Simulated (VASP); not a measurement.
Wanted: the native input for a VASP 6.6.1 run.

- Task: single point
- Functional: PBE
- Potentials or basis: VASP PAW PBE potentials, release 64 (Cd, O)
- Cutoff: 520 eV
- k mesh: 10 × 10 × 10
- Occupations: fermi-dirac, width 0.05 eV
- Spin: no spin polarisation
- Further INCAR settings: ALGO = Normal; EDIFF = 1e-07; NBANDS = 16

The structure of CdO (Monteponite) lies in POSCAR:

```
CdO
1.0
    0.0000000000      2.3495000000      2.3495000000
    2.3495000000      0.0000000000      2.3495000000
    2.3495000000      2.3495000000      0.0000000000
Cd O
1 1
Direct
    0.0000000000      0.0000000000      0.0000000000
    0.5000000000      0.5000000000      0.5000000000
```

The input as run:

INCAR

```
ALGO = Normal
EDIFF = 1E-7
ENCUT = 520
GGA = PE
ISIF = 2
ISMEAR = -1
LASPH = T
LCHARG = T
LELF = T
LREAL = F
LVHAR = T
LWAVE = F
NBANDS = 16
NELM = 100
PREC = Accurate
SIGMA = 0.05
```

KPOINTS

```
k-points
0
Gamma
  10 10 10
```

Potentials or basis: VASP PAW PBE potentials, release 64 (Cd, O).

Run with:

```bash
$ cat potpaw_PBE.64/Cd/POTCAR potpaw_PBE.64/O/POTCAR > POTCAR
$ mpirun -np 1 vasp_std > vasp.out
```

Results of the run:

| Quantity | Value |
| --- | --- |
| Pressure | 7.6 GPa |
| Band gap on the k mesh | none (metal or under the smearing width) |

Caveat: this crystal is a semiconductor, whose small gap the functional closes, so the metal is an error of the method.

It took 11 s on 1 thread of Intel(R) Xeon(R) 6975P-C (Granite Rapids), on a shared host, peak memory 0.16 GiB.
